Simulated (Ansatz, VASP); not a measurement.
**Te2Mo, level by level in two programs**

```
Te Mo
1.0
     6.33000    0.00000    0.00000
     0.00000    3.46900    0.00000
    -0.94679    0.00000   13.82762
Te Mo
8 4
Direct
  0.94370 0.75000 0.60450
  0.05630 0.25000 0.39550
  0.90300 0.25000 0.85140
  0.09700 0.75000 0.14860
  0.41120 0.75000 0.89550
  0.58880 0.25000 0.10450
  0.44320 0.25000 0.64840
  0.55680 0.75000 0.35160
  0.81670 0.75000 0.99260
  0.18330 0.25000 0.00740
  0.68190 0.25000 0.49340
  0.31810 0.75000 0.50660
```

Single points on this cell with VASP 6.6.1 and Ansatz 0.2.0. Each row is one pair of runs. Alike in all rows: spin: off; k mesh: 4 × 8 × 2; VASP's potentials, cutoff: VASP PAW PBE potentials, release 64 (Te, Mo_sv), 520 eV; Ansatz's potentials, cutoff: Ansatz PAW, 420 eV.

```tsv
level	smearing	gap on the k mesh at the Fermi level (eV), VASP	gap on the k mesh at the Fermi level (eV), Ansatz	pressure (GPa), VASP	pressure (GPa), Ansatz	largest component of the traceless stress (GPa), VASP	largest component of the traceless stress (GPa), Ansatz
PBE	gaussian, width 0.014 eV	none	none	2.5	2.5	0.26	0.25
PBE	gaussian, width 0.011 eV	?	none	?	2.5	?	0.25
PBE	gaussian, width 0.012 eV	none	none	2.5	2.5	0.26	0.25
PBE	gaussian, width 0.013 eV	none	none	2.5	2.5	0.26	0.25
PBE	gaussian, width 0.015 eV	none	none	2.5	2.5	0.27	0.25
```

**Question.** Fill in what VASP gave in row 2.

**Answer.** gap on the k mesh at the Fermi level (eV): none; pressure (GPa): 2.5; largest component of the traceless stress (GPa): 0.26.

A gap of «none» marks a metal or a gap that the smearing closes.
